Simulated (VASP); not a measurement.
# TiC (Fm-3m) in VASP: further runs

One crystal, TiC, is run at these levels: PBE; tasks: relaxation of cell and atoms.

All numbers are computed with VASP 6.6.1; they aren't measurements. Logs are shortened: lines on timing, memory, paths and dates and some standing lists are left out, and cuts for length are marked.

## 1. The crystal as given

It takes space group Fm-3m (No. 225, cubic). Conventional cell: a = 4.319 Å, b = 4.319 Å, c = 4.319 Å, α = 90.00°, β = 90.00°, γ = 90.00°. Around Ti (site symmetry m-3m) lie 6 C at 2.16 Å. Around C (site symmetry m-3m) lie 6 Ti at 2.16 Å.

## 2. Relaxation of cell and atoms, PBE

Contents of INCAR:

```
SYSTEM = TiC
PREC     = Accurate       ! precision mode
ENCUT    = 520            ! plane-wave cutoff, eV
EDIFF    = 1E-7           ! SCF threshold, eV
ISMEAR   = 0              ! smearing method
SIGMA    = 0.1            ! smearing width, eV
LREAL    = .False.        ! projectors in reciprocal space
LASPH    = .True.         ! aspherical terms in the spheres
NELM     = 100            ! most SCF steps
ALGO     = Fast           ! electronic algorithm
ISIF     = 3              ! what is computed and relaxed
LWAVE    = .False.        ! write WAVECAR
LCHARG   = .False.        ! write CHGCAR
GGA      = PE             ! functional
IBRION   = 2              ! ionic algorithm
NSW      = 80             ! ionic steps
EDIFFG   = -0.002         ! ionic threshold
```

Contents of KPOINTS:

```
Automatic mesh
0
Gamma
  10 10 10
  0 0 0
```

Contents of POSCAR:

```
TiC
1.0
    0.0000000000      2.1593000000      2.1593000000
    2.1593000000      0.0000000000      2.1593000000
    2.1593000000      2.1593000000      0.0000000000
Ti C
1 1
Direct
    0.0000000000      0.0000000000      0.0000000000
    0.5000000000      0.5000000000      0.5000000000
```

Potentials or basis: VASP PAW PBE potentials, release 64 (Ti_sv, C).

Started as:

```
$ cat potpaw_PBE.64/Ti_sv/POTCAR potpaw_PBE.64/C/POTCAR > POTCAR
$ mpirun -np 1 vasp_std > vasp.out
```

OUTCAR:

```text
SYSTEM = TiC
   PREC = Accurate
   ENCUT = 520
   EDIFF = 1E-7
   ISMEAR = 0
   LREAL = .False.
   LASPH = .True.
   NELM = 100
   ISIF = 3
   GGA = PE
   IBRION = 2
   NSW = 80
   EDIFFG = -0.002

 ion  position               nearest neighbor table
   1  0.000  0.000  0.000-   2 2.16   2 2.16   2 2.16   2 2.16   2 2.16   2 2.16
   2  0.500  0.500  0.500-   1 2.16   1 2.16   1 2.16   1 2.16   1 2.16   1 2.16

  LATTYP: Found a face centered cubic cell.
 ALAT       =     4.3186000000

  Lattice vectors:

 A1 = (   0.0000000000,   2.1593000000,   2.1593000000)
 A2 = (   2.1593000000,   0.0000000000,   2.1593000000)
 A3 = (   2.1593000000,   2.1593000000,   0.0000000000)

Analysis of symmetry for initial positions (statically):
=====================================================================
 Subroutine PRICEL returns:
 Original cell was already a primitive cell.

 Routine SETGRP: Setting up the symmetry group for a
 face centered cubic supercell.

 Subroutine GETGRP returns: Found 48 space group operations
 (whereof 48 operations were pure point group operations)
 out of a pool of 48 trial point group operations.

The static configuration has the point symmetry O_h .

Analysis of symmetry for dynamics (positions and initial velocities):
=====================================================================
 Subroutine PRICEL returns:
 Original cell was already a primitive cell.

 Routine SETGRP: Setting up the symmetry group for a
 face centered cubic supercell.

 Subroutine GETGRP returns: Found 48 space group operations
 (whereof 48 operations were pure point group operations)
 out of a pool of 48 trial point group operations.

The dynamic configuration has the point symmetry O_h .

 Subroutine INISYM returns: Found 48 space group operations
 (whereof 48 operations are pure point group operations),
 and found     1 'primitive' translations

----------------------------------------------------------------------------------------

                                     Primitive cell

  volume of cell :      20.1358

  direct lattice vectors                    reciprocal lattice vectors
     0.000000000  2.159300000  2.159300000    -0.231556523  0.231556523  0.231556523
     2.159300000  0.000000000  2.159300000     0.231556523 -0.231556523  0.231556523
     2.159300000  2.159300000  0.000000000     0.231556523  0.231556523 -0.231556523

  length of vectors
     3.053711345  3.053711345  3.053711345     0.401067663  0.401067663  0.401067663

  position of ions in fractional coordinates (direct lattice)
     0.000000000  0.000000000  0.000000000
     0.500000000  0.500000000  0.500000000

  ion indices of the primitive-cell ions
   primitive index   ion index
                 1           1
                 2           2

----------------------------------------------------------------------------------------

 KPOINTS: Automatic mesh

Automatic generation of k-mesh.
 Grid dimensions read from file:
 generate k-points for:   10   10   10

 Generating k-lattice:

  Cartesian coordinates                     Fractional coordinates (reciprocal lattice)
    -0.023155652  0.023155652  0.023155652     0.100000000  0.000000000  0.000000000
     0.023155652 -0.023155652  0.023155652     0.000000000  0.100000000  0.000000000
     0.023155652  0.023155652 -0.023155652     0.000000000  0.000000000  0.100000000

  Length of vectors
     0.040106766  0.040106766  0.040106766

  Shift w.r.t. Gamma in fractional coordinates (k-lattice)
     0.000000000  0.000000000  0.000000000

 Subroutine IBZKPT returns following result:
 ===========================================

 Found     47 irreducible k-points:

 Following reciprocal coordinates:
            Coordinates               Weight
  0.000000  0.000000  0.000000      1.000000
  0.100000  0.000000  0.000000      8.000000
  0.200000  0.000000  0.000000      8.000000
  0.300000  0.000000  0.000000      8.000000
  0.400000  0.000000  0.000000      8.000000
  0.500000  0.000000  0.000000      4.000000
[... 16 lines left out ...]
  0.300000  0.300000  0.000000      6.000000
  0.400000  0.300000  0.000000     24.000000
 [... further k-points ...]
   k-points           NKPTS =     47   k-points in BZ     NKDIM =     47   number of bands    NBANDS=     12
   number of dos      NEDOS =    301   number of ions     NIONS =      2
   total plane-waves  NPLWV =  13824
   dimension x,y,z NGX =    24 NGY =   24 NGZ =   24
   dimension x,y,z NGXF=    48 NGYF=   48 NGZF=   48
   ions per type =               1   1
   NGX,Y,Z   is equivalent  to a cutoff of  13.07, 13.07, 13.07 a.u.
   NGXF,Y,Z  is equivalent  to a cutoff of  26.13, 26.13, 26.13 a.u.
 SYSTEM =  TiC
   PREC   = accura    normal or accurate (medium, high low for compatibility)
   ISTART =      0    job   : 0-new  1-cont  2-samecut
   ICHARG =      2    charge: 1-file 2-atom 10-const
   ISPIN  =      1    spin polarized calculation?
   LNONCOLLINEAR =      F non collinear calculations
   LSORBIT =      F    spin-orbit coupling
   LASPH  =      T    aspherical Exc in radial PAW
   ENCUT  =  520.0 eV  38.22 Ry    6.18 a.u.   5.68  5.68  5.68*2*pi/ulx,y,z
   NELM   =    100;   NELMIN=  2; NELMDL= -5     # of ELM steps
   EDIFF  = 0.1E-06   stopping-criterion for ELM
   LREAL  =      F    real-space projection
   EDIFFG = -.2E-02   stopping-criterion for IOM
   NSW    =     80    number of steps for IOM
   IBRION =      2    ionic relax: 0-MD 1-quasi-New 2-CG
   NFREE  =      1    steps in history (QN), initial steepest desc. (CG)
   ISIF   =      3    stress and relaxation
   ISYM   =      2    0-nonsym 1-usesym 2-fastsym
   POTIM  = 0.5000    time-step for ionic-motion
   TEBEG  =    0.0;   TEEND  =   0.0 temperature during run
   PSTRESS=    0.0 pullay stress
   NELECT =      16.0000    total number of electrons
   NUPDOWN=      -1.0000    fix difference up-down
   EMIN   =  10.00;   EMAX   =-10.00  energy-range for DOS
   EFERMI =   0.00;   METHOD = LEGACY
   ISMEAR =     0;   SIGMA  =   0.10  broadening in eV -4-tet -1-fermi 0-gaus
   EFERMI_NEDOS =   21; number of points for ismear=-14 and -15
   IALGO  =     68    algorithm
   IMIX   =      4    mixing-type and parameters
     AMIX     =   0.40;   BMIX     =  1.00
     AMIX_MAG =   1.60;   BMIX_MAG =  1.00
  volume/ion in A,a.u.               =      10.07        67.94
  Fermi-wavevector in a.u.,A,eV,Ry     =   1.516323  2.865436 31.283015  2.299237
  Thomas-Fermi vector in A             =   2.625728
   LORBIT       =      0    0 simple, 1 ext, 2 COOP (PROOUT), +10 PAW based schemes
   GGA     = PE    functional components
   LHFCALC =     F    Hartree Fock is set to
   AEXX    =    0.0000 exact exchange contribution
   IVDW    =     0    specifies the selected vdW correction
   LEPSILON=     F    determine dielectric tensor
   LRPA    =     F    only Hartree local field effects (RPA)
 conjugate gradient relaxation of ions
 non-spin polarized calculation
 RMM-DIIS sequential band-by-band and
 Gauss-broadening in eV      SIGMA  =   0.10
  energy-cutoff  :      520.00
  volume of cell :       20.14
 maximum number of plane-waves:       552
   NGX = 11   NGY = 11   NGZ = 11

--------------------------------------- Ionic step        1  -------------------------------------------

 number of electron      16.0000002 magnetization

 Free energy of the ion-electron system (eV)
  ---------------------------------------------------
  ext. energy  EPLUGINS =         0.00000000
  ---------------------------------------------------
  free energy    TOTEN  =       -18.70720791 eV

  energy without entropy =      -18.70577565  energy(sigma->0) =      -18.70649178

------------------------ aborting loop because EDIFF is reached ----------------------------------------

  FORCE on cell =-STRESS in cart. coord.  units (eV):
  Direction    XX          YY          ZZ          XY          YZ          ZX
  --------------------------------------------------------------------------------------
  -------------------------------------------------------------------------------------
  Total        0.3501431      0.3501431      0.3501431      0.0000000      0.0000000     -0.0000000
  in kB       27.8603921     27.8603921     27.8603921      0.0000000      0.0000000     -0.0000000
  external PRESSURE =      27.8603921 kB  Pullay stress =       0.0000000 kB
[... 57 lines left out ...]
  energy  without entropy=      -18.7045034563  energy(sigma->0) =      -18.70520334

--------------------------------------- Ionic step        3  -------------------------------------------

 number of electron      16.0000000 magnetization

 Free energy of the ion-electron system (eV)
  ---------------------------------------------------
  ext. energy  EPLUGINS =         0.00000000
  ---------------------------------------------------
  free energy    TOTEN  =       -18.70911510 eV

  energy without entropy =      -18.70769791  energy(sigma->0) =      -18.70840650

 E-fermi :   9.4416     XC(G=0): -12.6873

 val. band max:        9.4273009232   @ k =   0.1000   0.0000   0.0000
 cond. band min:       9.5364673910   @ k =   0.1000   0.1000   0.0000
 fundamental gap:      0.1091664678
 Fermi energy:         9.4416334701

 k-point     1 :       0.0000    0.0000    0.0000
  band No.  band energies     occupation
      1     -47.2097      2.00000
      2     -23.2347      2.00000
      3     -23.2347      2.00000
      4     -23.2347      2.00000
      5      -2.9977      2.00000
      6      10.0793      0.00000
      7      10.0793      0.00000
      8      10.0793      0.00000
      9      11.0650      0.00000
     10      11.0650      0.00000
     11      11.0650      0.00000
     12      11.0946      0.00000
[... 331 lines left out ...]
 k-point    24 :       0.4000    0.3000    0.0000
  band No.  band energies     occupation
      1     -47.1326      2.00000
      2     -23.5888      2.00000
      3     -23.3760      2.00000
      4     -23.3612      2.00000
      5      -0.7814      2.00000
      6       5.4655      2.00000
      7       7.6030      2.00000
      8       8.6358      2.00000
      9       9.6053      0.02066
     10      12.2350      0.00000
     11      13.2094      0.00000
     12      13.4505      0.00000

 [... further k-points ...]

------------------------ aborting loop because EDIFF is reached ----------------------------------------

  FORCE on cell =-STRESS in cart. coord.  units (eV):
  Direction    XX          YY          ZZ          XY          YZ          ZX
  --------------------------------------------------------------------------------------
  -------------------------------------------------------------------------------------
  Total       -0.0008583     -0.0008583     -0.0008583      0.0000000      0.0000000      0.0000000
  in kB       -0.0675508     -0.0675508     -0.0675508      0.0000000      0.0000000      0.0000000
  external PRESSURE =      -0.0675508 kB  Pullay stress =       0.0000000 kB
[... 17 lines left out ...]
  FREE ENERGIE OF THE ION-ELECTRON SYSTEM (eV)
  ---------------------------------------------------
  free  energy   TOTEN  =       -18.7091151004 eV

  energy  without entropy=      -18.7076979072  energy(sigma->0) =      -18.70840650

 reached required accuracy - stopping structural energy minimisation
```

It took 89 s on 1 thread of AMD EPYC 7R13 (Zen 3), shared host; peak memory 0.12 GiB.

Results:

```
Free energy                            : -18.7091 eV
Relaxed volume                         : 10.18 Å³/atom
Relaxed cell                           : a = 3.065 Å, b = 3.065 Å, c = 3.065 Å, α = 60.00°, β = 60.00°, γ = 60.00°
Space group after relaxing (to 0.05 Å) : Fm-3m (No. 225)
Energy gained by relaxing              : 1.0 meV/atom
Ionic steps                            : 3
Pressure after relaxing                : 0.0 GPa
Band gap on the k mesh                 : none (metal or under the smearing width)
```

The path:
```csv
step,energy change (eV),largest force (eV/Å),pressure (GPa),volume (Å³)
1,0.0000,0.0000,2.79,20.14
2,0.0013,0.0000,-3.46,20.65
3,-0.0019,0.0000,-0.01,20.36
```

Final structure:
```
Ti C
1.0
     0.00000    2.16720    2.16720
     2.16720    0.00000    2.16720
     2.16720    2.16720    0.00000
Ti C
1 1
Direct
  0.00000 0.00000 0.00000
  0.50000 0.50000 0.50000
```

PBE usually gives volumes a little too large and moduli too small. Zero-point motion and thermal expansion aren't in these numbers.

## 3. Relaxation of cell and atoms, PBE

This run uses another cell than the first one, of 10.18 Å³/atom, 1.011 times its volume.

INCAR is that of step 2.

KPOINTS is that of step 2.

Contents of POSCAR:

```
TiC                                     
1.0
    0.0000000000      2.1671990018      2.1671990018
    2.1671990018      0.0000000000      2.1671990018
    2.1671990018      2.1671990018     -0.0000000000
  Ti              C             
     1     1
Direct
     0.0000000000000000    0.0000000000000000    0.0000000000000000
     0.5000000000000000    0.5000000000000000    0.5000000000000000
```

Potentials or basis: VASP PAW PBE potentials, release 64 (Ti_sv, C).

Started as:

```
$ cat potpaw_PBE.64/Ti_sv/POTCAR potpaw_PBE.64/C/POTCAR > POTCAR
$ mpirun -np 1 vasp_std > vasp.out
```

OUTCAR:

```text
SYSTEM = TiC
   PREC = Accurate
   ENCUT = 520
   EDIFF = 1E-7
   ISMEAR = 0
   LREAL = .False.
   LASPH = .True.
   NELM = 100
   ISIF = 3
   GGA = PE
   IBRION = 2
   NSW = 80
   EDIFFG = -0.002

 ion  position               nearest neighbor table
   1  0.000  0.000  0.000-   2 2.17   2 2.17   2 2.17   2 2.17   2 2.17   2 2.17
   2  0.500  0.500  0.500-   1 2.17   1 2.17   1 2.17   1 2.17   1 2.17   1 2.17

  LATTYP: Found a face centered cubic cell.
[... 555 lines left out ...]

  FORCE on cell =-STRESS in cart. coord.  units (eV):
  Direction    XX          YY          ZZ          XY          YZ          ZX
  --------------------------------------------------------------------------------------
  -------------------------------------------------------------------------------------
  Total       -0.0008414     -0.0008414     -0.0008414      0.0000000      0.0000000      0.0000000
  in kB       -0.0662185     -0.0662185     -0.0662185      0.0000000      0.0000000      0.0000000
  external PRESSURE =      -0.0662185 kB  Pullay stress =       0.0000000 kB

 VOLUME and BASIS-vectors are now :
 -----------------------------------------------------------------------------
  energy-cutoff  :      520.00
  volume of cell :       20.36
      direct lattice vectors                 reciprocal lattice vectors
     0.000000000  2.167199002  2.167199002    -0.230712546  0.230712546  0.230712546
     2.167199002  0.000000000  2.167199002     0.230712546 -0.230712546  0.230712546
     2.167199002  2.167199002  0.000000000     0.230712546  0.230712546 -0.230712546

 POSITION                                       TOTAL-FORCE (eV/Angst)
 -----------------------------------------------------------------------------------
      0.00000      0.00000      0.00000         0.000000     -0.000000     -0.000000
      2.16720      2.16720      2.16720        -0.000000      0.000000      0.000000
 -----------------------------------------------------------------------------------
    total drift:                                0.000000     -0.000000     -0.000000

  FREE ENERGIE OF THE ION-ELECTRON SYSTEM (eV)
  ---------------------------------------------------
  free  energy   TOTEN  =       -18.7092298142 eV

  energy  without entropy=      -18.7078152187  energy(sigma->0) =      -18.70852252

 reached required accuracy - stopping structural energy minimisation
```

It took 48 s on 1 thread of AMD EPYC 7R13 (Zen 3), shared host; peak memory 0.11 GiB.

Results:

```
Free energy             : -18.7092 eV
Pressure after relaxing : 0.0 GPa
Band gap on the k mesh  : none (metal or under the smearing width)
```

Final structure:
```yaml
crystal:
  lattice:
    - [0.00000, 2.16720, 2.16720]
    - [2.16720, 0.00000, 2.16720]
    - [2.16720, 2.16720, 0.00000]
  atoms:
    - { symbol: Ti, position: [0.00000, 0.00000, 0.00000] }
    - { symbol: C, position: [0.50000, 0.50000, 0.50000] }
```

Caveat: the relaxation stopped at its first step, so nothing moved.
